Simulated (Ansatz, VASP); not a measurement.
## BeTe in VASP and in Ansatz

INCAR

```
SYSTEM = BeTe
PREC     = Accurate       ! precision mode
ENCUT    = 520            ! plane-wave cutoff, eV
EDIFF    = 1E-6           ! SCF threshold, eV
ISMEAR   = -1             ! smearing method
SIGMA    = 0.05           ! smearing width, eV
LREAL    = .False.        ! projectors in reciprocal space
LASPH    = .True.         ! aspherical terms in the spheres
NELM     = 100            ! most SCF steps
ALGO     = Normal         ! electronic algorithm
ISIF     = 2              ! what is computed and relaxed
LWAVE    = .False.        ! write WAVECAR
LCHARG   = .False.        ! write CHGCAR
GGA      = PS             ! functional
NBANDS   = 11             ! bands
```

Contents of KPOINTS:

```
Automatic mesh
0
Gamma
  8 8 8
  0 0 0
```

Contents of POSCAR:

```
BeTe
1.0
    0.0000000000      2.7883449055      2.7883449055
    2.7883449055      0.0000000000      2.7883449055
    2.7883449055      2.7883449055      0.0000000000
Te Be
1 1
Direct
    0.7500000000      0.7500000000      0.7500000000
    0.0000000000      0.0000000000      0.0000000000
```

input.yaml

```yaml
crystal:
  lattice:
    - [0.0, 2.7883449055, 2.7883449055]
    - [2.7883449055, 0.0, 2.7883449055]
    - [2.7883449055, 2.7883449055, 0.0]
  atoms:
    - { symbol: Te, position: [0.75, 0.75, 0.75] }
    - { symbol: Be, position: [0.0, 0.0, 0.0] }
kpoints:
  mp_grid: { grid: [8, 8, 8] }
scf:
  occupations: { method: fermi_dirac, width: 0.05 }
hamiltonian:
  xc: pbesol
  pseudopotentials: { kind: all_electron, lapw: { basis_error: 0.0005 } }
output:
  forces: true
  stress: true
  eigenvalues: true
```

Change from the starting cell: volume scaled by 1.02.

Alike in both runs: task single point; functional PBEsol; k mesh 8 × 8 × 8; occupations fermi-dirac, width 0.05 eV; no spin polarisation.

|  | VASP | Ansatz |
| --- | --- | --- |
| version | VASP 6.6.1 | Ansatz 0.2.0 |
| potentials or method | VASP PAW PBE potentials, release 64 (Te, Be) | all-electron LAPW, scalar-relativistic |
| plane-wave cutoff (eV) | 520 | see its input |

Ansatz gave:

* gap on the k mesh at the Fermi level (eV): 1.80
* least direct gap on the mesh (eV): 3.60
* pressure (GPa): 0.9

Question: Estimate VASP's values.

Answer: gap on the k mesh at the Fermi level (eV): 1.78; least direct gap on the mesh (eV): 3.57; pressure (GPa): 1.2.

Ansatz ran all-electron here, so the differences hold the error of VASP's frozen core and of both bases.

Caveats: spin-orbit coupling is left out, which moves the levels of the heavy elements; the PAW data sets were made with another functional, which shifts forces and pressure a little (VASP). A k mesh can miss the band edges.
